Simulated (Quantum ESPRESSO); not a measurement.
# MoS2 (P-3m1) in Quantum ESPRESSO: phonons with PBEsol

Aim: the phonons of MoS2 with PBEsol.

All numbers are computed with Quantum ESPRESSO 7.5; they aren't measurements. Logs are shortened: lines on timing, memory, paths and dates and some standing lists are left out, and cuts for length are marked.

### 1 Starting point

It takes space group P-3m1 (No. 164, trigonal). Conventional cell: a = 3.227 Å, b = 3.227 Å, c = 6.312 Å, α = 90.00°, β = 90.00°, γ = 120.00°. Around Mo (site symmetry -3m) lie 6 S at 2.42 Å. Around S (site symmetry 3m) lie 3 Mo at 2.42 Å.

Measurements of this composition are mostly on another form, of space group No. 194.

### 2 Phonons, PBEsol

Input file pw.in:

```
&CONTROL
  calculation = 'scf'
  prefix = 'pwscf'
  outdir = './tmp'
  pseudo_dir = './pseudo'
  tprnfor = .true.
  tstress = .true.
  disk_io = 'low'
/
&SYSTEM
  ibrav = 0
  nat = 3
  ntyp = 2
  ecutwfc = 45
  ecutrho = 360
  nbnd = 20
  occupations = 'smearing'
  smearing = 'mp'
  degauss = 0.01999163
/
&ELECTRONS
  conv_thr = 6d-10
  electron_maxstep = 120
  mixing_beta = 0.5
/
ATOMIC_SPECIES
Mo    95.9500 mo_pbesol_v1.uspp.F.UPF
S     32.0600 s_pbesol_v1.4.uspp.F.UPF
CELL_PARAMETERS angstrom
   3.2274645616    0.0000000000    0.0000000000
  -1.6137322808    2.7950663001    0.0000000000
   0.0000000000    0.0000000000    6.3124734200
ATOMIC_POSITIONS crystal
Mo     0.0000000000    0.0000000000    0.5000000000
S      0.6666666667    0.3333333333    0.7446806800
S      0.3333333333    0.6666666667    0.2553193200
K_POINTS automatic
9 9 4 0 0 0
```

Input file relax.in:

```
&CONTROL
  calculation = 'vc-relax'
  prefix = 'pwscf'
  outdir = './tmp'
  pseudo_dir = './pseudo'
  tprnfor = .true.
  tstress = .true.
  disk_io = 'low'
  nstep = 40
  forc_conv_thr = 0.0001
  etot_conv_thr = 1d-06
/
&SYSTEM
  ibrav = 0
  nat = 3
  ntyp = 2
  ecutwfc = 45
  ecutrho = 360
  nbnd = 20
  occupations = 'smearing'
  smearing = 'mp'
  degauss = 0.01999163
/
&ELECTRONS
  conv_thr = 6d-10
  electron_maxstep = 120
  mixing_beta = 0.5
/
&IONS
  ion_dynamics = 'bfgs'
/
&CELL
  cell_dynamics = 'bfgs'
  press = 0
  press_conv_thr = 0.2
/
ATOMIC_SPECIES
Mo    95.9500 mo_pbesol_v1.uspp.F.UPF
S     32.0600 s_pbesol_v1.4.uspp.F.UPF
CELL_PARAMETERS angstrom
   3.2274645616    0.0000000000    0.0000000000
  -1.6137322808    2.7950663001    0.0000000000
   0.0000000000    0.0000000000    6.3124734200
ATOMIC_POSITIONS crystal
Mo     0.0000000000    0.0000000000    0.5000000000
S      0.6666666667    0.3333333333    0.7446806800
S      0.3333333333    0.6666666667    0.2553193200
K_POINTS automatic
9 9 4 0 0 0
```

Input file scf2.in:

```
&CONTROL
  calculation = 'scf'
  prefix = 'pwscf'
  outdir = './tmp'
  pseudo_dir = './pseudo'
  tprnfor = .true.
  tstress = .true.
  disk_io = 'low'
/
&SYSTEM
  ibrav = 0
  nat = 3
  ntyp = 2
  ecutwfc = 45
  ecutrho = 360
  nbnd = 20
  occupations = 'smearing'
  smearing = 'mp'
  degauss = 0.01999163
/
&ELECTRONS
  conv_thr = 1d-13
  electron_maxstep = 120
  mixing_beta = 0.5
  startingpot = 'file'
  startingwfc = 'file'
/
ATOMIC_SPECIES
Mo    95.9500 mo_pbesol_v1.uspp.F.UPF
S     32.0600 s_pbesol_v1.4.uspp.F.UPF
CELL_PARAMETERS angstrom
   3.1456356569    0.0000000000    0.0000000000
  -1.5728178285    2.7242003899    0.0000000000
   0.0000000000    0.0000000000    6.0351865525
ATOMIC_POSITIONS crystal
Mo     0.0000000000    0.0000000000    0.5000000000
S      0.6666666667    0.3333333333    0.7618116545
S      0.3333333333    0.6666666667    0.2381883455
K_POINTS automatic
9 9 4 0 0 0
```

Input file ph.in:

```
phonons of MoS2
&INPUTPH
  prefix = 'pwscf'
  outdir = './tmp'
  tr2_ph = 1d-16
  fildyn = 'dyn'
  niter_ph = 60
  alpha_mix(1) = 0.4
/
0.0000000000 0.0000000000 0.0000000000
```

Input file dynmat.in:

```
&INPUT
  fildyn = 'dyn'
  asr = 'crystal'
  filout = 'dynmat.disp'
  fileig = 'dynmat.eig'
/
```

Potentials or basis: GBRV 1.5 PBEsol.

On the command line:

```
OMP_NUM_THREADS=1 pw.x -in pw.in > pw.out
OMP_NUM_THREADS=1 pw.x -in relax.in > relax.out
OMP_NUM_THREADS=1 pw.x -in scf2.in > scf2.out
OMP_NUM_THREADS=1 ph.x -in ph.in > ph.out
OMP_NUM_THREADS=1 dynmat.x -in dynmat.in > dynmat.out
```

pw.out:

```text
This program is part of the open-source Quantum ESPRESSO suite
     for quantum simulation of materials; please cite
         "P. Giannozzi et al., J. Phys.:Condens. Matter 21 395502 (2009);
         "P. Giannozzi et al., J. Phys.:Condens. Matter 29 465901 (2017);
         "P. Giannozzi et al., J. Chem. Phys. 152 154105 (2020);
     in publications or presentations arising from this work. More details at

     Message from routine setup:
     using ibrav=0 with symmetry is DISCOURAGED, use correct ibrav instead

     G-vector sticks info
     --------------------
     sticks:   dense  smooth     PW     G-vecs:    dense   smooth      PW
     Sum         925     463    151                44365    15669    2663

     Using Slab Decomposition

     bravais-lattice index     =            0
     lattice parameter (alat)  =       6.0990  a.u.
     unit-cell volume          =     384.2818 (a.u.)^3
     number of atoms/cell      =            3
     number of atomic types    =            2
     number of electrons       =        26.00
     number of Kohn-Sham states=           20
     kinetic-energy cutoff     =      45.0000  Ry
     charge density cutoff     =     360.0000  Ry
     scf convergence threshold =      6.0E-10
     mixing beta               =       0.5000
     number of iterations used =            8  plain     mixing
     Exchange-correlation= SLA  PW   PSX  PSC
                           (   1   4  10   8   0   0   0)

     celldm(1)=   6.099024  celldm(2)=   0.000000  celldm(3)=   0.000000
     celldm(4)=   0.000000  celldm(5)=   0.000000  celldm(6)=   0.000000

     crystal axes: (cart. coord. in units of alat)
               a(1) = (   1.000000   0.000000   0.000000 )
               a(2) = (  -0.500000   0.866025   0.000000 )
               a(3) = (   0.000000   0.000000   1.955861 )

     reciprocal axes: (cart. coord. in units 2 pi/alat)
               b(1) = (  1.000000  0.577350 -0.000000 )
               b(2) = (  0.000000  1.154701  0.000000 )
               b(3) = (  0.000000 -0.000000  0.511284 )

     PseudoPot. # 1 for Mo read from file:
     mo_pbesol_v1.uspp.F.UPF
     Pseudo is Ultrasoft + core correction, Zval = 14.0
     Generated by new atomic code, or converted to UPF format
     Using radial grid of  889 points,  6 beta functions with:
                l(1) =   0
                l(2) =   0
                l(3) =   1
                l(4) =   1
                l(5) =   2
                l(6) =   2
     Q(r) pseudized with  6 coefficients,  rinner =    1.000   1.000   1.000
                                                       1.000   1.000

     PseudoPot. # 2 for S  read from file:
     s_pbesol_v1.4.uspp.F.UPF
     Pseudo is Ultrasoft + core correction, Zval =  6.0
     Generated by new atomic code, or converted to UPF format
     Using radial grid of  907 points,  6 beta functions with:
                l(1) =   0
                l(2) =   0
                l(3) =   1
                l(4) =   1
                l(5) =   2
                l(6) =   2
     Q(r) pseudized with  8 coefficients,  rinner =    1.300   1.300   1.300
                                                       1.300   1.300

     atomic species   valence    mass     pseudopotential
     Mo               14.00    95.95000     Mo( 1.00)
     S                 6.00    32.06000     S ( 1.00)

     12 Sym. Ops., with inversion, found

   Cartesian axes

     site n.     atom                  positions (alat units)
         1        Mo     tau(   1) = (   0.0000000   0.0000000   0.9779307  )
         2        S      tau(   2) = (   0.5000000   0.2886751   1.4564922  )
         3        S      tau(   3) = (  -0.0000000   0.5773503   0.4993692  )

     number of k points=    43  Methfessel-Paxton smearing, width (Ry)=  0.0200
                       cart. coord. in units 2pi/alat
        k(    1) = (   0.0000000   0.0000000   0.0000000), wk =   0.0061728
        k(    2) = (   0.0000000   0.0000000   0.1278209), wk =   0.0123457
        k(    3) = (   0.0000000   0.0000000  -0.2556418), wk =   0.0061728
        k(    4) = (   0.0000000   0.1283001   0.0000000), wk =   0.0370370
        k(    5) = (   0.0000000   0.1283001   0.1278209), wk =   0.0370370
        k(    6) = (   0.0000000   0.1283001  -0.2556418), wk =   0.0370370
[... 35 lines left out ...]
        k(   42) = (  -0.1111111   0.4490502  -0.1278209), wk =   0.0740741
        k(   43) = (  -0.2222222   0.5132002  -0.1278209), wk =   0.0740741

     Dense  grid:    44365 G-vectors     FFT dimensions: (  40,  40,  75)

     Smooth grid:    15669 G-vectors     FFT dimensions: (  27,  27,  54)

     Initial potential from superposition of free atoms

     starting charge      25.9990, renormalised to      26.0000
     Starting wfcs are   21 randomized atomic wfcs

     Self-consistent Calculation

     iteration #  1     ecut=    45.00 Ry     beta= 0.50
     Davidson diagonalization with overlap
     ethr =  1.00E-02,  avg # of iterations =  5.2

     Threshold (ethr) on eigenvalues was too large:
     Diagonalizing with lowered threshold

     Davidson diagonalization with overlap
     ethr =  2.77E-04,  avg # of iterations =  3.7

     total energy              =    -187.49298504 Ry
     estimated scf accuracy    <       0.08371288 Ry

     iteration #  2     ecut=    45.00 Ry     beta= 0.50
     Davidson diagonalization with overlap
     ethr =  3.22E-04,  avg # of iterations =  2.4

     total energy              =    -187.49548689 Ry
     estimated scf accuracy    <       0.05057991 Ry

     iteration #  3     ecut=    45.00 Ry     beta= 0.50
     Davidson diagonalization with overlap
     ethr =  1.95E-04,  avg # of iterations =  2.1

     total energy              =    -187.50431170 Ry
     estimated scf accuracy    <       0.05409922 Ry

     iteration #  4     ecut=    45.00 Ry     beta= 0.50
     Davidson diagonalization with overlap
     ethr =  1.95E-04,  avg # of iterations =  1.0

     total energy              =    -187.51082003 Ry
     estimated scf accuracy    <       0.00060425 Ry

     iteration #  5     ecut=    45.00 Ry     beta= 0.50
     Davidson diagonalization with overlap
     c_bands:  1 eigenvalues not converged
     c_bands:  1 eigenvalues not converged
     ethr =  2.32E-06,  avg # of iterations =  7.6

     total energy              =    -187.51092216 Ry
     estimated scf accuracy    <       0.00004451 Ry

     iteration #  6     ecut=    45.00 Ry     beta= 0.50
     Davidson diagonalization with overlap
     ethr =  1.71E-07,  avg # of iterations =  2.5

     total energy              =    -187.51093428 Ry
     estimated scf accuracy    <       0.00000160 Ry

     iteration #  7     ecut=    45.00 Ry     beta= 0.50
     Davidson diagonalization with overlap
     ethr =  6.15E-09,  avg # of iterations =  5.0

     total energy              =    -187.51093602 Ry
     estimated scf accuracy    <       0.00000006 Ry

     iteration #  8     ecut=    45.00 Ry     beta= 0.50
     Davidson diagonalization with overlap
     ethr =  2.37E-10,  avg # of iterations =  2.7

     total energy              =    -187.51093604 Ry
     estimated scf accuracy    <          5.4E-09 Ry

     iteration #  9     ecut=    45.00 Ry     beta= 0.50
     Davidson diagonalization with overlap
     ethr =  2.07E-11,  avg # of iterations =  3.5

     End of self-consistent calculation

          k = 0.0000 0.0000 0.0000 (  1993 PWs)   bands (ev):

   -51.6025 -25.6545 -25.6249 -25.6249  -4.7170  -3.2554   3.4118   6.0715
     6.0715   8.2856   9.0273   9.1498   9.1498   9.8074   9.8074  13.3121
    13.3121  16.0509  16.1767  19.5009

          k = 0.0000 0.0000 0.1278 (  1987 PWs)   bands (ev):

   -51.6025 -25.6545 -25.6249 -25.6249  -4.6349  -3.3955   3.7524   6.0760
     6.0760   7.2771   9.1466   9.1466   9.7123   9.7731   9.7731  13.3913
    13.3913  15.9427  16.8760  19.5616

          k = 0.0000 0.0000-0.2556 (  1970 PWs)   bands (ev):

   -51.6024 -25.6546 -25.6248 -25.6248  -4.5327  -3.5533   4.2066   6.0807
     6.0807   6.5042   9.1435   9.1435   9.7396   9.7396  10.0424  13.4712
    13.4712  16.0152  17.6455  18.9545

          k = 0.0000 0.1283 0.0000 (  1973 PWs)   bands (ev):

   -51.5988 -25.6640 -25.6468 -25.6338  -4.5311  -3.2162   3.6498   5.6573
     6.1724   8.0391   8.5689   8.5757   9.0270  10.0916  10.3586  12.8792
    13.2443  16.7890  16.9311  19.0501

          k = 0.0000 0.1283 0.1278 (  1973 PWs)   bands (ev):

   -51.5988 -25.6640 -25.6468 -25.6338  -4.4490  -3.3482   3.9817   5.5442
     6.1825   7.6551   8.1587   8.5406   9.3841  10.3273  10.3840  12.8154
    13.3758  16.7058  17.5196  19.2182

          k = 0.0000 0.1283-0.2556 (  1978 PWs)   bands (ev):

   -51.5988 -25.6640 -25.6469 -25.6338  -4.3481  -3.4951   4.4355   5.3249
     6.1793   7.1834   8.0717   8.5421   9.4937  10.3445  10.6574  12.8425
    13.3422  16.7508  18.1698  18.8153

          k = 0.0000 0.2566 0.0000 (  1965 PWs)   bands (ev):

   -51.5894 -25.7620 -25.6564 -25.6273  -4.0246  -3.1088   4.2551   5.1107
     6.2946   6.3097   8.0888   8.4093   8.7792  10.4485  10.7801  12.9401
    13.2989  17.4491  17.7163  18.5764

          k = 0.0000 0.2566 0.1278 (  1963 PWs)   bands (ev):

   -51.5894 -25.7620 -25.6564 -25.6273  -3.9360  -3.2298   4.6235   4.8904
     6.3189   6.3414   7.8579   8.0607   9.0451  10.5450  10.7815  12.8724
    13.3728  17.6112  17.8114  18.8011
[... 163 lines left out ...]
          k = 0.3333 0.5774-0.2556 (  1956 PWs)   bands (ev):

   -51.5668 -25.8524 -25.8524 -25.5803  -2.6123  -2.6123   4.5315   4.5315
     4.8926   6.3081   6.3081   6.3170  10.4652  10.4652  10.7326  13.7112
    13.7112  17.7533  17.7533  18.1503

          k = 0.0000 0.1283-0.1278 (  1973 PWs)   bands (ev):

   -51.5988 -25.6640 -25.6468 -25.6338  -4.4517  -3.3434   3.9569   5.5795
     6.1693   7.6707   8.0817   8.5701   9.4276  10.3771  10.3833  12.9058
    13.2102  16.6800  17.5538  18.7966

          k = 0.0000 0.2566-0.1278 (  1963 PWs)   bands (ev):

   -51.5894 -25.7620 -25.6564 -25.6273  -3.9661  -3.1863   4.2703   5.2605
     6.2016   6.2905   8.0683   8.1207   8.9423  10.8393  10.9275  12.5050
    13.1539  17.2696  17.4857  18.4199

          k = 0.0000 0.3849-0.1278 (  1960 PWs)   bands (ev):

   -51.5787 -25.8716 -25.6819 -25.6050  -3.4326  -2.8729   4.1506   4.6547
     5.7467   6.1706   7.8100   8.2038   8.2786  10.9487  11.4620  13.0129
    13.3566  16.0096  16.5547  19.3338

          k = 0.0000 0.5132-0.1278 (  1953 PWs)   bands (ev):

   -51.5717 -25.9420 -25.6985 -25.5904  -3.1863  -2.4580   3.3863   4.6580
     5.6888   6.0063   7.4098   8.1923   8.4023  11.0251  11.8360  13.5375
    13.7700  15.2936  16.1887  18.0030

          k =-0.1111 0.3208-0.1278 (  1968 PWs)   bands (ev):

   -51.5822 -25.8245 -25.6855 -25.6122  -3.5572  -3.0518   4.3883   5.2202
     5.4566   6.3093   7.1936   8.1235   9.0954  10.5896  11.3732  12.4689
    13.4223  17.0679  17.7566  18.8483

          k =-0.1111 0.4491-0.1278 (  1954 PWs)   bands (ev):

   -51.5734 -25.9068 -25.7141 -25.5938  -3.1737  -2.6549   3.9140   4.5086
     5.8159   6.0429   7.1481   7.5370   9.0907  10.8951  11.6782  12.7065
    13.8223  16.1385  17.0075  18.6095

          k =-0.2222 0.5132-0.1278 (  1956 PWs)   bands (ev):

   -51.5687 -25.9011 -25.7798 -25.5841  -2.8605  -2.5342   3.9904   4.5727
     5.6077   6.0265   6.2283   7.0343   9.8404  10.8717  11.4065  12.6170
    13.9673  16.7074  17.6267  17.9995

     the Fermi energy is    10.1244 ev

!    total energy              =    -187.51093604 Ry
     estimated scf accuracy    <          3.3E-10 Ry
     smearing contrib. (-TS)   =       0.00075007 Ry
     internal energy E=F+TS    =    -187.51168611 Ry

     The total energy is F=E-TS. E is the sum of the following terms:
     one-electron contribution =     -95.15476164 Ry
     hartree contribution      =      57.72182040 Ry
     xc contribution           =     -35.91466754 Ry
     ewald contribution        =    -114.16407733 Ry

     convergence has been achieved in   9 iterations

     Forces acting on atoms (cartesian axes, Ry/au):

     atom    1 type  1   force =     0.00000000    0.00000000    0.00000000
     atom    2 type  2   force =     0.00000000    0.00000000   -0.00003929
     atom    3 type  2   force =     0.00000000    0.00000000    0.00003929

     Total force =     0.000056     Total SCF correction =     0.000008
     SCF correction compared to forces is large: reduce conv_thr to get better values

     Computing stress (Cartesian axis) and pressure

          total   stress  (Ry/bohr**3)                   (kbar)     P=      -37.84
  -0.00034037   0.00000000   0.00000000          -50.07        0.00        0.00
   0.00000000  -0.00034037   0.00000000            0.00      -50.07        0.00
   0.00000000   0.00000000  -0.00009092            0.00        0.00      -13.37

=------------------------------------------------------------------------------=
   JOB DONE.
=------------------------------------------------------------------------------=
```

Wall time 22 min (1 thread of Arm Neoverse V1, shared host); peak memory 0.21 GiB.

Results:

* Free energy: -2551.2733 eV
* Relaxed volume: 17.24 Å³/atom
* Relaxed cell: a = 3.146 Å, b = 3.146 Å, c = 6.035 Å, α = 90.00°, β = 90.00°, γ = 120.00°
* Space group after relaxing (to 0.05 Å): P-3m1 (No. 164)
* Pressure after relaxing: 0.0 GPa
* Band gap on the k mesh: none (metal or under the smearing width)
* Highest phonon frequency at Γ: 402 cm⁻¹

Step by step:
| step | energy change (eV) | largest force (eV/Å) | pressure (GPa) | volume (Å³) |
| --- | --- | --- | --- | --- |
| 1 | 0.0000 | 0.0010 | -3.78 | 56.94 |
| 2 | -0.0229 | 0.2671 | -1.32 | 55.85 |
| 3 | -0.0417 | 0.3669 | 0.69 | 54.63 |
| 4 | -0.0516 | 0.2286 | 0.89 | 53.94 |
| 5 | -0.0541 | 0.0684 | 0.16 | 53.85 |
| 6 | -0.0543 | 0.0320 | -0.10 | 53.87 |
| 7 | -0.0547 | 0.0016 | -0.34 | 53.86 |
| 8 | -0.0552 | 0.0212 | -0.51 | 53.80 |
| 9 | -0.0558 | 0.0404 | -0.65 | 53.68 |
| 10 | -0.0568 | 0.0580 | -0.77 | 53.49 |
| 11 | -0.0581 | 0.0728 | -0.85 | 53.18 |
| 12 | -0.0598 | 0.0815 | -0.84 | 52.70 |
| 13 | -0.0613 | 0.0714 | -0.60 | 51.97 |
| 14 | -0.0616 | 0.0457 | -0.33 | 51.66 |
| 15 | -0.0617 | 0.0254 | -0.19 | 51.67 |
| 16 | -0.0617 | 0.0099 | -0.07 | 51.68 |
| 17 | -0.0617 | 0.0003 | 0.00 | 51.72 |

Final structure:
```xyz
3
Lattice="3.1456 0.0000 0.0000 -1.5728 2.7242 0.0000 0.0000 0.0000 6.0352" Properties=species:S:1:pos:R:3 pbc="T T T"
Mo    0.0000    0.0000    3.0176
S     1.5728    0.9081    4.5977
S     0.0000    1.8161    1.4375
```

Levels at points of the mesh, in eV from the Fermi level:
```csv
k point,band 10,band 11,band 12,band 13,band 14,band 15,band 16,band 17
"(0.00, 0.00, 0.00)",-1.62,-1.57,-0.91,-0.91,-0.06,-0.06,3.15,3.15
"(0.00, 0.00, -0.50)",-3.87,-0.92,-0.92,-0.20,-0.20,-0.10,3.46,3.46
```

Phonon frequencies in cm⁻¹ (negative: imaginary):
```csv
q point,frequencies
"(0.000, 0.000, 0.000)",1 2 2 234 234 270 270 375 402
```

Optical modes at Γ, degenerate ones joined:
| cm⁻¹ | components | symmetry | active in |
| --- | --- | --- | --- |
| 234 | 2 | Eu | IR |
| 270 | 2 | Eg | Raman |
| 375 | 1 | A1g | Raman |
| 402 | 1 | A2u | IR |

Caveat: the mesh is thin for the phonons of a metal; the layers were relaxed without a dispersion term, so their spacing and the soft interlayer modes are unreliable; this functional lacks dispersion, which binds the layers, so the pressure and a relaxed spacing across them are unreliable.
